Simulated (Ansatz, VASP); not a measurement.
# In3As3H10 (InAs wire along [100], 6 atoms a period, H-terminated): VASP beside Ansatz, part 2 of 2

One calculation is typed for both programs; each brings its own data sets. How far apart do they land? The cell is taken from a series of runs on this material, whose earlier steps may have relaxed, scaled, displaced or heated it; both programs get it as it stands.

VASP 6.6.1 and Ansatz 0.2.0.

So far: Set-up; VASP: single point, HSE06.

### Step 3. Ansatz: single point, HSE06

Level of this step: Ansatz beside VASP: Kohn-Sham DFT, plane waves, HSE06 (Ansatz).

Ansatz runs on its PAW soft_1 files.

The same cell, functional, mesh and smearing now go to Ansatz, which takes its cutoff from its data sets.

Contents of input.yaml:

```yaml
crystal:
  lattice:
    - [13.365, 0.0, 0.0]
    - [0.0, 13.365, 0.0]
    - [0.0, 0.0, 6.221001936]
  atoms:
    - { symbol: In, position: [0.571261971, 0.571261971, 0.034993307] }
    - { symbol: H, position: [0.401763649, 0.401763649, 0.112641645] }
    - { symbol: H, position: [0.654444551, 0.654444551, 0.153718035] }
    - { symbol: As, position: [0.458692134, 0.458692134, 0.28631824] }
    - { symbol: H, position: [0.274613481, 0.659694402, 0.299252943] }
    - { symbol: H, position: [0.659694402, 0.274613481, 0.299252943] }
    - { symbol: In, position: [0.311194873, 0.566173286, 0.47543565] }
    - { symbol: In, position: [0.566173286, 0.311194873, 0.47543565] }
    - { symbol: H, position: [0.498964597, 0.737074244, 0.642850008] }
    - { symbol: H, position: [0.737074244, 0.498964597, 0.642850008] }
    - { symbol: H, position: [0.23889817, 0.488731252, 0.634910878] }
    - { symbol: H, position: [0.488731252, 0.23889817, 0.634910878] }
    - { symbol: As, position: [0.43982966, 0.657003202, 0.761772168] }
    - { symbol: As, position: [0.657003202, 0.43982966, 0.761772168] }
    - { symbol: H, position: [0.381684904, 0.729571214, 0.902668956] }
    - { symbol: H, position: [0.729571214, 0.381684904, 0.902668956] }
kpoints:
  mp_grid: { grid: [1, 1, 5] }
scf:
  occupations: { method: fermi_dirac, width: 0.05 }
hamiltonian:
  xc: hse06
  pseudopotentials: { kind: paw, azcp: { folder: soft_1 } }
```

Run with:

```console
> ansatz run input.yaml --threads 4 --pin off --max-ram 16384MiB --backend cpu --events-out ev --progress --plain --runs-dir out
```

Numbers of over 12 decimals in the logs are rounded to 6 here.

Log:

```text
Engine: ansatz 0.2.0, aarch64-unknown-linux-gnu
Pseudopotentials: kind: paw
Pseudopotential: In, paw, valence charge 13, recommended cutoff 420 eV (normal), soft_1/In.paw.azcp
Pseudopotential: H, paw, valence charge 1, recommended cutoff 420 eV (normal), soft_1/H.paw.azcp
Pseudopotential: As, paw, valence charge 15, recommended cutoff 420 eV (normal), soft_1/As.paw.azcp
Functional definition: HSE06
  parameter a = 0.25
  parameter omega = 0.11/bohr
  exchange = pbe_x - a*pbe_x_sr(omega) + a*exact_x_sr(omega)
  correlation = pbe_c
Crystal: 16 atoms, lattice volume = 1111.215 Å³
Basis set: ecut = 420 eV, 21713 PW (Γ)
Bands: 63, of which v1, the nominal top of the filled ones, is band 47 counted from 1 (46 counted from 0)
Symmetry: 2 space group operations
Space group: Cm (ITA 8), of the structure as read, at distance tolerance 1.0e-4 Å
k-points: 3 of 5 (time reversal used)
Non-local potential: In, projectors of the file, l = 0: 2, l = 1: 2, l = 2: 2, l = 3: 1
Non-local potential: H, projectors of the file, l = 0: 2, l = 1: 1
Non-local potential: As, projectors of the file, l = 0: 2, l = 1: 2, l = 2: 3, l = 3: 1
PAW form: soft (Blöchl's): semilocal exchange-correlation on the pseudo side does not see the compensation charge
PAW frozen core: In, regenerated for the run's functional, and the local potential with it (the file was generated under x = pbe(κ = 0.804, μ = 0.219515), c = pbe(β = 0.066725))
PAW frozen core: As, regenerated for the run's functional, and the local potential with it (the file was generated under x = pbe(κ = 0.804, μ = 0.219515), c = pbe(β = 0.066725))
PAW one-centre angular grid: In, 590 points (default); XC on 64 Gauss nodes
PAW one-centre angular grid: H, 110 points (default); XC on 64 Gauss nodes
PAW one-centre angular grid: As, 590 points (default); XC on 64 Gauss nodes
Initial density: superposition of atomic densities (neutral atoms: chi_scale 0, normalization atom)
Initial wavefunctions: pseudopotential atomic-orbital guess
Functional: x = pbe(κ = 0.804, μ = 0.219515), c = pbe(β = 0.066725), warm-up for x = pbe(κ = 0.804, μ = 0.219515) + 0.25 (exact − pbe) at short range (hse, ω = 0.207870 Å⁻¹), c = pbe(β = 0.066725); HSE06 as pw.x's `hse` composes it (authors' and Libxc's form: `xc: wpbeh`)
iter 1 solved again at ethr=9.61e-3 eV; its pass at ethr=1.00e-1 eV (dr2=9.03e0 eV) is discarded
SCF iter   1: F=—  HF=-31521.460989 eV  |F-HF|=—  |Δ(HF+E_count)|=         —  Δρ=2.82e-2  dr2=9.09e0  ethr=9.61e-3  ⟨swp⟩=4.7  Hψ=1012  notcnv=0
preconditioner: auto → none  [insulator: Δε(μ)=4.037 eV  Ē_g=13.355 eV  σ=0.050 eV  W_gap=1.00  n_scr=118 (ndim 8)  ℏωp=8.9 eV  f_vac=0.655  D(μ)=0.00/eV (n_scr^D=0)]
SCF iter   2: F=—  HF=-31518.715550 eV  |F-HF|=—  |Δ(HF+E_count)|=    2.75e0  Δρ=9.33e-3  dr2=9.68e-1  ethr=9.61e-3  ⟨swp⟩=7.0  Hψ=490  notcnv=0  defer=2
SCF iter   3: F=—  HF=-31518.518786 eV  |F-HF|=—  |Δ(HF+E_count)|=   1.97e-1  Δρ=2.81e-3  dr2=1.67e-1  ethr=1.03e-3  ⟨swp⟩=6.7  Hψ=576  notcnv=0  defer=5
iter 4 solved again at ethr=1.55e-5 eV; its pass at ethr=1.78e-4 eV (dr2=1.46e-2 eV) is discarded
SCF iter   4: F=—  HF=-31518.481413 eV  |F-HF|=—  |Δ(HF+E_count)|=   3.74e-2  Δρ=1.01e-3  dr2=1.51e-2  ethr=1.55e-5  ⟨swp⟩=3.0  Hψ=939  notcnv=0
SCF iter   5: F=-31518.478679 eV  HF=-31518.479166 eV  |F-HF|=4.87e-4  |Δ(HF+E_count)|=   2.25e-3  Δρ=4.19e-4  dr2=1.40e-3  ethr=1.55e-5  ⟨swp⟩=4.0  Hψ=463  notcnv=0  defer=1
SCF 1 stopped early in 5 iterations: F = -31518.478679 eV  dr2 = 1.40e-3
  greatest PAW one-centre occupation: 0.999 electrons in one spin orbital (limit 2), on the As atom at site 13 (counted from 0), in its partial waves of l = 2
Initial density: handed on by an earlier stage of this run
Initial wavefunctions: those handed on with the density
Functional: x = pbe(κ = 0.804, μ = 0.219515) + 0.25 (exact − pbe) at short range (hse, ω = 0.207870 Å⁻¹), c = pbe(β = 0.066725); HSE06 as pw.x's `hse` composes it (authors' and Libxc's form: `xc: wpbeh`)
Exchange kernel: α = 0.2500, screened, ω = 0.2079 Å⁻¹, Wigner–Seitz truncation, v(0) = 1020.5327 eV·Å³, q-mesh 1×1×5, nearest image of the exchange supercell L = 13.37 Å, pair-density grid 60×60×27, without the augmentation charges, whose exchange is taken in its separable form by FFT convolution over the k-point mesh (sized by the pseudopotential files, 90×90×45 at the most)
Frozen-core exchange: fock
SCF iter   1: F=—  HF=-31534.295580 eV  |F-HF|=—  |Δ(HF+E_count)|=         —  Δρ=2.46e-3  dr2=3.73e-2  ethr=1.49e-5  ⟨swp⟩=16.3  Hψ=1050  notcnv=0
preconditioner: auto → none  [insulator: Δε(μ)=4.660 eV  Ē_g=15.112 eV  σ=0.050 eV  W_gap=1.00  n_scr=118 (ndim 8)  ℏωp=8.9 eV  f_vac=0.702  D(μ)=0.00/eV (n_scr^D=0)]
SCF iter   2: F=—  HF=-31534.270760 eV  |F-HF|=—  |Δ(HF+E_count)|=   2.48e-2  Δρ=8.32e-4  dr2=7.26e-3  ethr=1.49e-5  ⟨swp⟩=5.7  Hψ=571  notcnv=0
SCF iter   3: F=—  HF=-31534.270453 eV  |F-HF|=—  |Δ(HF+E_count)|=   3.07e-4  Δρ=3.20e-4  dr2=2.67e-3  ethr=4.12e-6  ⟨swp⟩=3.0  Hψ=354  notcnv=0
SCF iter   4: F=—  HF=-31534.294161 eV  |F-HF|=—  |Δ(HF+E_count)|=   2.37e-2  Δρ=3.19e-4  dr2=7.53e-4  ethr=6.02e-7  ⟨swp⟩=6.0  Hψ=682  notcnv=0
SCF iter   5: F=—  HF=-31534.293876 eV  |F-HF|=—  |Δ(HF+E_count)|=   2.85e-4  Δρ=2.62e-5  dr2=4.35e-5  ethr=6.02e-7  ⟨swp⟩=3.0  Hψ=442  notcnv=0
SCF iter   6: F=-31534.294184 eV  HF=-31534.294193 eV  |F-HF|=9.61e-6  |Δ(HF+E_count)|=   3.18e-4  Δρ=4.11e-5  dr2=1.57e-5  ethr=6.28e-9  ⟨swp⟩=10.7  Hψ=799  notcnv=1  defer=4
SCF 2 stopped early in 6 iterations: F = -31534.294184 eV  dr2 = 1.57e-5
hybrid outer 1: dexx = +2.675e-2 eV, tail = 1.34e-4 eV
Exchange kernel: α = 0.2500, screened, ω = 0.2079 Å⁻¹, Wigner–Seitz truncation, v(0) = 1020.5327 eV·Å³, q-mesh 1×1×5, nearest image of the exchange supercell L = 13.37 Å, pair-density grid 60×60×27, without the augmentation charges, whose exchange is taken in its separable form by FFT convolution over the k-point mesh (sized by the pseudopotential files, 90×90×45 at the most)
Frozen-core exchange: fock
SCF iter   1: F=—  HF=-31534.294449 eV  |F-HF|=—  |Δ(HF+E_count)|=         —  Δρ=2.27e-5  dr2=3.05e-6  ethr=7.14e-7  ⟨swp⟩=15.3  Hψ=486  notcnv=0
preconditioner: auto → none  [insulator: Δε(μ)=4.684 eV  Ē_g=15.073 eV  σ=0.050 eV  W_gap=1.00  n_scr=118 (ndim 8)  ℏωp=8.9 eV  f_vac=0.704  D(μ)=0.00/eV (n_scr^D=0)]
SCF iter   2: F=—  HF=-31534.294449 eV  |F-HF|=—  |Δ(HF+E_count)|=   2.33e-7  Δρ=8.63e-6  dr2=7.00e-7  ethr=3.01e-9  ⟨swp⟩=4.0  Hψ=599  notcnv=0
SCF iter   3: F=—  HF=-31534.294449 eV  |F-HF|=—  |Δ(HF+E_count)|=   7.52e-8  Δρ=2.83e-6  dr2=2.69e-7  ethr=5.19e-10  ⟨swp⟩=5.0  Hψ=427  notcnv=0
SCF iter   4: F=—  HF=-31534.294451 eV  |F-HF|=—  |Δ(HF+E_count)|=   1.40e-6  Δρ=3.26e-6  dr2=1.29e-7  ethr=7.65e-11  ⟨swp⟩=6.7  Hψ=732  notcnv=0  defer=6
iter 5 solved again at ethr=1.25e-12 eV; its pass at ethr=7.65e-11 eV (dr2=1.18e-9 eV) is discarded
SCF iter   5: F=-31534.294450 eV  HF=-31534.294450 eV  |F-HF|=7.86e-10  |Δ(HF+E_count)|=   4.89e-8  Δρ=3.76e-7  dr2=4.80e-9  ethr=1.37e-12 (applied; sched 1.25e-12)  ⟨swp⟩=5.3  Hψ=876  notcnv=0  defer=3
SCF 3 converged in 5 iterations: F = -31534.294450 eV  dr2 = 4.80e-9
hybrid outer 2: dexx = +1.621e-6 eV, tail = 5.41e-8 eV, Δε = 2.75e-3 eV (about 8.83e-5 eV left of the loop's levels)
hybrid SCF converged: 2 outer / 11 inner (+5 warm-up), last move |dexx| = 1.62e-6 eV, tail = 5.41e-8 eV
Stability not checked: this state was not tested for a lower state beside it, because the functional holds exact exchange (a hybrid, or Hartree-Fock), whose exchange loop this test does not read (fock_operator; see scf.lower_state_search)
Free energy (F): -31534.294451 eV
Frozen-core exchange: fock
Harris-Foulkes:  -31534.294451 eV  (|F-HF|=7.86e-10)
Internal energy: -31534.294451 eV  (E = F + TS)
E sigma→0 (E₀):  -31534.294451 eV
Fermi energy:    -2.302748 eV
--- Per-component energies (eV) ---
  E_band       = -2110.300851
  E_kinetic    = 1071.746570
  E_local      = -31040.142052  (includes V_loc(G=0)·N_el)
  E_nonlocal   = -200.644577
  E_hartree    = 15024.683921
  E_xc         = -580.719105
  E_vxc        = -477.712480  (∫ρ·V_xc dr)
  E_exx        = -297.718449  (= α·E_x^exact, valence–valence)
  E_paw        = -18533.454689  (= ΣΔE_a)
  E_vpaw       = -917.472998  (= ΣTr[D̂ρ^β])
  E_aug_tail   = -0.008356  (compensation charges beyond the density's cutoff)
  E_ewald      = 3022.709313
  E_core_change = -0.747027  (= ΣΔE_core)
  E_smearing   = -0.000000  (= −TS)
  E_closure    = -0.000000  (closes the sum)
  Σ components = -31534.294451   (vs F -31534.294451, Δ=-3.64e-12)
--- Band table (eV) ---
  k-point 0: bands = [... 43 lower, -5.2907, -5.2038, -4.7561, -4.6548, 0.2713]
  k-point 1: bands = [... 43 lower, -5.2433, -5.2138, -4.7598, -4.6843, 0.2383]
  k-point 2: bands = [... 43 lower, -5.2133, -5.1826, -4.7583, -4.7427, 0.0289]
  guard bands above this table: 15 of the run's 63 bands. The solve was not asked for them (output.publish_guard_bands: true or output.eigenvalues: true publishes all)
```

### Step 4. Differences

Known differences besides the potentials themselves: exact exchange at q = 0 is treated differently, which shows on coarse meshes; VASP keeps PBE cores, Ansatz makes them for the functional; the data sets hold 94 valence electrons in Ansatz (on its PAW soft_1 files) and 64 in VASP; the cutoff is 420 eV in Ansatz and 400 eV in VASP; VASP takes a coarser grid for exact exchange (PRECFOCK = Fast). Total energies have different zeros and are not compared.

The two programs side by side:

| quantity | Ansatz | VASP | difference |
| --- | --- | --- | --- |
| gap on the k mesh (eV) | 4.684 | 4.684 | 0.000 |

A gap on the mesh is an upper bound, since the band edges may lie between its points.

### Step 5. Outcome

```
difference in gap on the k mesh (single point, HSE06) : 7.0e-5 eV
```

The difference in gap on the k mesh is 7.0e-5 eV (single point, HSE06), within the 0.08 eV picked in this series as the mark of a large difference. The data sets hold unlike numbers of valence electrons (94 in Ansatz and 64 in VASP), so part of the differences comes from the potentials. Such differences can come from data sets, numerical settings and the points named under the comparisons, not from the functional's error against experiment.

[Lines on the potential files, build, host, timing and source positions are cut from VASP's logs without a mark.]

[Logs are printed without paths, hosts, clocks, repeated set-up lines and the standing remarks that a program may print on its own settings, such as how far it seeks lower states.]

[Hosts, paths, dates, database ids (printed as entryN), source tags and the programs' standing remarks are cut or masked in the printed files.]
